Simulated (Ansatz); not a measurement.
**Ir: how the free axis answers a strain**

Ir, Fm-3m, a = 3.844 Å. Ansatz: r2SCAN, PAW, 500 eV, Γ-centred 20×20×14 mesh on 2 atoms, Gaussian smearing 0.10 eV; no spin polarisation. Series: biaxial strain in the a-b plane, c and atoms relaxed; x is the strain in per cent. The axes a, b, c are those of the computed cell (2.718, 2.718, 3.844 Å), along [1 1 0], [-1 1 0], [0 0 1] of the cell named above. y is the change of c in per cent of 3.844 Å.

| x (%) | y (%) |
| --- | --- |
| -3.0 | ? |
| -2.0 | 1.59 |
| -1.0 | 0.79 |
| 0.0 | 0.00 |
| 1.0 | -0.76 |
| 2.0 | -1.52 |
| 3.0 | -2.28 |

Q: Fit y = c1 x + c2 x² to the other rows, say what c1 measures, and predict the missing y.

A: Least squares on the rows shown. y = −0.7792 x + 0.007198 x². With no stress along c, c1 = −2C12/C11 = -0.779. At x = -3.0 the fit asked for gives 2.40 %. The run gave 2.45 %, so the fit is 0.05 % too low, 1.1 % of the span of the series, against an rms of 0.008 % on the fitted rows. The row lies outside the fitted range. With a term in x³ added, a fit to the same known rows predicts 2.44 %, so most of the miss is curvature that the known rows already hold.

Spin–orbit coupling is left out, which can shift energies with elements as heavy as these.